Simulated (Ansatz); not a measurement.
**AgCl (Chlorargyrite) in Ansatz: the effect of functional**

Crystal: AgCl (Chlorargyrite).

```
Ag Cl
1.0
     0.00000    2.71664    2.71664
     2.71664    0.00000    2.71664
     2.71664    2.71664    0.00000
Ag Cl
1 1
Direct
  0.00000 0.00000 0.00000
  0.50000 0.50000 0.50000
```

The cell isn't the ideal one: volume scaled by 0.98.

Alike in all runs:

| Property | Result |
| --- | --- |
| Program | Ansatz 0.2.0 |
| Task | single point |
| Potentials or basis | Ansatz PAW |
| k mesh | 8 × 8 × 8 |
| Occupations | fermi-dirac, width 0.05 eV |
| Spin | no spin polarisation |

```tsv
functional	cutoff	gap on the mesh (eV)	pressure (GPa)
LDA	420 eV (not typed: the program's choice for these potentials)	0.61	-2.7
PBEsol	420 eV (not typed: the program's choice for these potentials)	?	?
r2SCAN	500 eV (not typed: the program's choice for these potentials)	1.48	3.6
```

What does the run with functional PBEsol give?

gap on the mesh 0.72 eV; pressure 0.5 GPa.

Caveats: the PAW data sets come from PBE, with cores solved anew for the run's functional, which leaves a small shift of forces and pressure.

A k mesh can miss the band edges.

Runs at the PBE level aren't shown here.
